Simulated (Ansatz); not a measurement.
## Be: experiment and calculation

**The experiment to reproduce.**

A printed reference work (textbook) reports, for a bulk crystal of Be: lattice constant a 2.29 Å; lattice constant c 3.58 Å.

All numbers below come from DFT PBE, scalar-relativistic, plane waves, PAW in Ansatz 0.2.0.

Cutoff 420 eV; k points 30×30×16 on the computed 2-atom cell (Γ-centred); Gaussian smearing, width 0.10 eV; no spin polarisation.

Relaxed structure:

```cif
data_structure
_symmetry_space_group_name_H-M 'P6_3/mmc'
_symmetry_Int_Tables_number 194
_cell_length_a 2.2643
_cell_length_b 2.2643
_cell_length_c 3.5613
_cell_angle_alpha 90.000
_cell_angle_beta 90.000
_cell_angle_gamma 120.000
_cell_volume 15.81
loop_
_atom_site_label
_atom_site_type_symbol
_atom_site_symmetry_multiplicity
_atom_site_Wyckoff_symbol
_atom_site_fract_x
_atom_site_fract_y
_atom_site_fract_z
_atom_site_occupancy
Be1 Be 2 d 0.33333 0.66667 0.75000 1
```

| Property | Result |
| --- | --- |
| Space group | P6_3/mmc (No. 194) |
| Volume per atom | 53.4 bohr³ |
| Energy over the standard state (uncorrected) | 0.000 eV/atom |
| Kohn–Sham band gap | none (metal) |
| Density of states at the Fermi level | 0.1 states/eV per cell |

Against the measured lattice constant a of Be, 2.29 Å (a printed reference work (textbook)), the calculated 2.264 Å is off by -1.1 %. A measured lattice constant c of Be is 3.58 Å (a printed reference work (textbook)); the calculated 3.561 Å falls short of it by 0.5 %. The calculation is for 0 K without zero-point motion.

The cell was relaxed from a distorted copy of a database structure.
